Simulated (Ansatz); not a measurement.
## The equilibrium volume of 8 crystals: PBE beside PBE-D3(BJ)

Computed equilibrium volume (Å³/atom) at each level. Volumes are each level's own minimum, from an equation of state or a relaxation of the cell. Among the elements in a form other than the usual one at room conditions: Sn. Not every cell is the stable form of its formula. Spin polarisation and spin-orbit coupling are off unless named.

- PBE: Ansatz (all-electron LAPW, scalar-relativistic); k meshes of 343 to 1728 points
- PBE-D3(BJ): Ansatz (all-electron LAPW, scalar-relativistic); k meshes of 343 to 1728 points

| crystal | PBE | PBE-D3(BJ) |
| --- | --- | --- |
| BP (F-43m) | 11.759 | 11.441 |
| Mo (Im-3m) | 15.777 | 15.333 |
| Al (Fm-3m) | 16.511 | 15.822 |
| Ag (Fm-3m) | 17.797 | 16.846 |
| GaAs (F-43m) | 23.705 | 22.848 |
| CdSe (F-43m) | 29.754 | 28.547 |
| Pb (Fm-3m) | 31.884 | 30.370 |
| Sn (Fd-3m) | 36.855 | 35.511 |

**Question.** How do the values move from PBE?

**Answer.** PBE-D3(BJ) lies below PBE in 8 of 8 crystals, with a median shift of -3.9 % (-5.3 % for Ag to -2.7 % for BP). The figures use the values as printed. Spin-orbit coupling, where left out, moves volumes and moduli of the heaviest elements a little. Meshes of this size aren't converged for the metals. Columns can differ in task within a row, which adds scatter of its own. Where several set-ups ran one level, the entry is one near their median; a run lay far from it for Ag, GaAs.
